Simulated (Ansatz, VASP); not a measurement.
**Two plane-wave programs on AlN**

```
Al N
1.0
     0.00000   -2.00552   -2.00552
     0.00000    2.00552   -2.00552
     4.01104    0.00000    0.00000
Al N
2 2
Cartesian
  0.0000 0.0000 -2.0055
  2.0055 0.0000 0.0000
  2.0055 0.0000 -2.0055
  0.0000 2.0055 -2.0055
```

Alike in both runs: task single point; functional LDA; k mesh 8 × 8 × 6; occupations gaussian, width 0.05 eV; no spin polarisation.

|  | VASP | Ansatz |
| --- | --- | --- |
| version | VASP 6.6.1 | Ansatz 0.2.0 |
| potentials or method | VASP PAW LDA potentials, release 64 (Al, N) | scalar-relativistic, plane waves, PAW |
| plane-wave cutoff (eV) | 520 | 520 |
| valence electrons in the cell | 16 | 16 |

Ansatz gave:

| Property | Result |
| --- | --- |
| gap on the k mesh at the Fermi level (eV) | 4.71 |
| least direct gap on the mesh (eV) | 4.71 |
| pressure (GPa) | 0.0 |

Q: Which values does VASP return?

A: gap on the k mesh at the Fermi level (eV): 4.69; least direct gap on the mesh (eV): 4.69; pressure (GPa): 0.6.

A k mesh can miss the band edges.
